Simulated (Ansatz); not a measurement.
# ZrS2: the cost of one run

Program: Ansatz 0.2.0. Level of theory: DFT PBE+D3(BJ), scalar-relativistic, plane waves, PAW. These are calculated values, not measurements.

1 further run of the same task is left out (set aside as unsound or not needed).

## 1. Starting point

It takes space group P-3m1 (No. 164, trigonal). Conventional cell: a = 3.635 Å, b = 3.635 Å, c = 5.723 Å, α = 90.00°, β = 90.00°, γ = 120.00°. Around Zr (site symmetry -3m) lie 6 S at 2.56 Å. S (site symmetry 3m) is surrounded by 3 Zr at 2.56 Å.

As a file:

```cif
data_structure
_symmetry_space_group_name_H-M 'P-3m1'
_symmetry_Int_Tables_number 164
_cell_length_a 3.6350
_cell_length_b 3.6350
_cell_length_c 5.7227
_cell_angle_alpha 90.000
_cell_angle_beta 90.000
_cell_angle_gamma 120.000
_cell_volume 65.49
loop_
_atom_site_label
_atom_site_type_symbol
_atom_site_symmetry_multiplicity
_atom_site_Wyckoff_symbol
_atom_site_fract_x
_atom_site_fract_y
_atom_site_fract_z
_atom_site_occupancy
Zr1 Zr 1 a 0.00000 0.00000 0.00000 1
S1 S 2 d 0.33333 0.66667 0.25525 1
```

It is built from the cell relaxed beforehand with the same method (21.83 Å³/atom).

## 2. The reference: the undisturbed cell on the scan's mesh

The input, input.yaml:

```yaml
crystal:
  lattice:
    - [3.6350197006, 0.0, 0.0]
    - [-1.8175098503, 3.148019404, 0.0]
    - [0.0, 0.0, 11.4454908644]
  atoms:
    - { symbol: Zr, position: [0.0, 0.0, 0.0] }
    - { symbol: Zr, position: [0.0, 0.0, 0.5] }
    - { symbol: S, position: [0.3333333333, 0.6666666667, 0.1276226942] }
    - { symbol: S, position: [0.3333333333, 0.6666666667, 0.6276226942] }
    - { symbol: S, position: [0.6666666667, 0.3333333333, 0.3723773058] }
    - { symbol: S, position: [0.6666666667, 0.3333333333, 0.8723773058] }
basis:
  ecutwfc: 420
kpoints:
  mp_grid: { grid: [12, 12, 4] }
hamiltonian:
  xc: pbe
  dispersion: d3bj
scf:
  occupations: { method: gaussian, width: 0.05 }
output:
  forces: true
  stress: true
  eigenvalues: true
  write_density: true
  write_potential: true
  elf: true
  volumetric_format: npy
```

Launch:

```bash
ansatz run input.yaml --threads 2 --pin off --max-ram 5120MiB --backend cpu --events-out ev --progress --plain --runs-dir out
```

Q: Estimate wall time and peak memory on 2 threads of AMD EPYC 7R43 (Zen 3), shared host.

About 8.1 s, with a peak of 0.58 GiB.
